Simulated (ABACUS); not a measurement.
Runs of ABACUS 3.10.1 on La. Symmetry: P6_3/mmc, No. 194, hexagonal system. The conventional cell has a = 3.750 Å, b = 3.750 Å, c = 6.070 Å, α = 90.00°, β = 90.00°, γ = 120.00°. La (site symmetry -6m2) is surrounded by 12 La at 3.73 to 3.75 Å. This isn't the form of La at room conditions, which is double hcp.

| task | level | potentials or basis | spin | cell | k mesh | radial cutoff of the potentials (pseudo_rcut) | max steps of the relaxation | force threshold | optimiser | stress threshold | mesh quality | gap on the mesh (eV) | pressure (GPa) | relaxed volume (Å³/atom) |
| --- | --- | --- | --- | --- | --- | --- | --- | --- | --- | --- | --- | --- | --- | --- |
| relaxation of cell and atoms | PBE+D2 | PseudoDojo NC SR 0.4.1 PBE standard, plane waves | off | relaxed | 6 × 6 × 4 | 7 bohr | 60 | 0.005 eV/Å | cg | 0.2 kbar | not flagged | none | 0.0 | (b) |
| single point | PBE | PseudoDojo NC FR 0.4 PBE stringent, DZP LCAO (the cutoffs set its grid) | SOC, no magnetisation | as given | 5 × 5 × 3 | 10 bohr | - | - | - | - | coarse | none | (a) | - |
| relaxation of cell and atoms | PBE | PseudoDojo NC SR 0.4.1 PBE standard, plane waves | off | relaxed | 6 × 6 × 4 | 7 bohr | 60 | 0.005 eV/Å | cg | 0.2 kbar | not flagged | none | 0.0 | 37.78 |
| relaxation of cell and atoms | PBE+D3(BJ) | PseudoDojo NC SR 0.4.1 PBE standard, plane waves | off | relaxed | 6 × 6 × 4 | 7 bohr | 60 | 0.005 eV/Å | cg | 0.2 kbar | not flagged | none | 0.0 | 34.96 |
| relaxation of cell and atoms | PBE+D3(BJ)+ABC | PseudoDojo NC SR 0.4.1 PBE standard, plane waves | off | relaxed | 6 × 6 × 4 | 7 bohr | 60 | 0.005 eV/Å | cg | 0.2 kbar | not flagged | none | 0.0 | 35.30 |
| relaxation of cell and atoms | PBE+D3 | PseudoDojo NC SR 0.4.1 PBE standard, plane waves | off | relaxed | 6 × 6 × 4 | 7 bohr | 60 | 0.005 eV/Å | cg | 0.2 kbar | not flagged | none | 0.0 | 34.97 |

Alike in all rows: cutoff (eV) 1510; smearing fermi-dirac 0.05 eV.

Fill in the values left out.

(a) 0.7; (b) 31.99.

Caveats: some runs use coarse meshes; pairwise dispersion overbinds metals, which lowers pressure and volume (some runs); the volume moved by -13 % from the deposited cell, more than functionals usually miss (some runs); the atomic orbitals were generated for these runs and aren't a published set (some runs); the basis of atomic orbitals isn't converged, which shifts pressures, moduli and gaps (some runs).

A k mesh can miss the band edges, and rows without SOC leave out spin-orbit coupling on La.

A gap of «none» marks a metal or a gap under the smearing width.
